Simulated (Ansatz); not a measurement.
# TiO2: the cost of one run

Computed with Ansatz 0.2.0 (DFT PBE, scalar-relativistic, plane waves, PAW, unless a step's input says otherwise).

**1. Starting point**

Symmetry: Pbcn, No. 60, orthorhombic system. Conventional cell: a = 4.515 Å, b = 5.497 Å, c = 4.939 Å, α = 90.00°, β = 90.00°, γ = 90.00°. Ti (site symmetry 2) has 6 O at 1.89 to 2.05 Å in its first shell of neighbours. O (site symmetry 1) has 3 Ti at 1.89 to 2.05 Å in its first shell of neighbours.

As a file:

```cif
data_structure
_symmetry_space_group_name_H-M 'Pbcn'
_symmetry_Int_Tables_number 60
_cell_length_a 4.5150
_cell_length_b 5.4970
_cell_length_c 4.9390
_cell_angle_alpha 90.000
_cell_angle_beta 90.000
_cell_angle_gamma 90.000
_cell_volume 122.58
loop_
_atom_site_label
_atom_site_type_symbol
_atom_site_symmetry_multiplicity
_atom_site_Wyckoff_symbol
_atom_site_fract_x
_atom_site_fract_y
_atom_site_fract_z
_atom_site_occupancy
Ti1 Ti 4 c 0.00000 0.17100 0.75000 1
O1 O 8 d 0.28600 0.37600 0.91200 1
```

The runs take a perfect supercell of 48 atoms; the defect goes to fractional position (0.210, 0.125, 0.086).

**2. The perfect supercell**

Contents of input.yaml:

```yaml
crystal:
  lattice:
    - [-4.515, 5.497, 4.939]
    - [4.515, -5.497, 4.939]
    - [4.515, 5.497, -4.939]
  atoms:
    - { symbol: Ti, position: [0.2105, 0.125, 0.0855] }
    - { symbol: Ti, position: [0.7105, 0.625, 0.0855] }
    - { symbol: Ti, position: [0.7105, 0.125, 0.5855] }
    - { symbol: Ti, position: [0.2105, 0.625, 0.5855] }
    - { symbol: Ti, position: [0.0395, 0.125, 0.4145] }
    - { symbol: Ti, position: [0.5395, 0.625, 0.4145] }
    - { symbol: Ti, position: [0.5395, 0.125, 0.9145] }
    - { symbol: Ti, position: [0.0395, 0.625, 0.9145] }
    - { symbol: Ti, position: [0.7895, 0.375, 0.4145] }
    - { symbol: Ti, position: [0.2895, 0.875, 0.4145] }
    - { symbol: Ti, position: [0.2895, 0.375, 0.9145] }
    - { symbol: Ti, position: [0.7895, 0.875, 0.9145] }
    - { symbol: Ti, position: [0.9605, 0.375, 0.0855] }
    - { symbol: Ti, position: [0.4605, 0.875, 0.0855] }
    - { symbol: Ti, position: [0.4605, 0.375, 0.5855] }
    - { symbol: Ti, position: [0.9605, 0.875, 0.5855] }
    - { symbol: O, position: [0.394, 0.349, 0.331] }
    - { symbol: O, position: [0.894, 0.849, 0.331] }
    - { symbol: O, position: [0.894, 0.349, 0.831] }
    - { symbol: O, position: [0.394, 0.849, 0.831] }
    - { symbol: O, position: [0.018, 0.063, 0.169] }
    - { symbol: O, position: [0.518, 0.563, 0.169] }
    - { symbol: O, position: [0.518, 0.063, 0.669] }
    - { symbol: O, position: [0.018, 0.563, 0.669] }
    - { symbol: O, position: [0.856, 0.187, 0.455] }
    - { symbol: O, position: [0.356, 0.687, 0.455] }
    - { symbol: O, position: [0.356, 0.187, 0.955] }
    - { symbol: O, position: [0.856, 0.687, 0.955] }
    - { symbol: O, position: [0.732, 0.401, 0.045] }
    - { symbol: O, position: [0.232, 0.901, 0.045] }
    - { symbol: O, position: [0.232, 0.401, 0.545] }
    - { symbol: O, position: [0.732, 0.901, 0.545] }
    - { symbol: O, position: [0.606, 0.151, 0.169] }
    - { symbol: O, position: [0.106, 0.651, 0.169] }
    - { symbol: O, position: [0.106, 0.151, 0.669] }
    - { symbol: O, position: [0.606, 0.651, 0.669] }
    - { symbol: O, position: [0.982, 0.437, 0.331] }
    - { symbol: O, position: [0.482, 0.937, 0.331] }
    - { symbol: O, position: [0.482, 0.437, 0.831] }
    - { symbol: O, position: [0.982, 0.937, 0.831] }
    - { symbol: O, position: [0.144, 0.313, 0.045] }
    - { symbol: O, position: [0.644, 0.813, 0.045] }
    - { symbol: O, position: [0.644, 0.313, 0.545] }
    - { symbol: O, position: [0.144, 0.813, 0.545] }
    - { symbol: O, position: [0.268, 0.099, 0.455] }
    - { symbol: O, position: [0.768, 0.599, 0.455] }
    - { symbol: O, position: [0.768, 0.099, 0.955] }
    - { symbol: O, position: [0.268, 0.599, 0.955] }
basis:
  ecutwfc: 420
  fft_grid_basis: typed
kpoints:
  mp_grid: { grid: [2, 2, 2] }
hamiltonian:
  xc: pbe
  pseudopotentials: { kind: paw }
scf:
  occupations: { method: gaussian, width: 0.05 }
output:
  forces: true
  stress: false
  eigenvalues: true
  bader: false
  write_density: true
  volumetric_format: npy
```

Started as:

```sh
$ ansatz run input.yaml --threads 4 --pin off --max-ram 10240MiB --backend cpu --events-out ev --progress --plain --runs-dir out
```

Q: Estimate wall time and peak memory on 4 threads of Intel Xeon Platinum 8488C (Sapphire Rapids), shared host.

About 5.9 s, with a peak of 2.7 GiB.
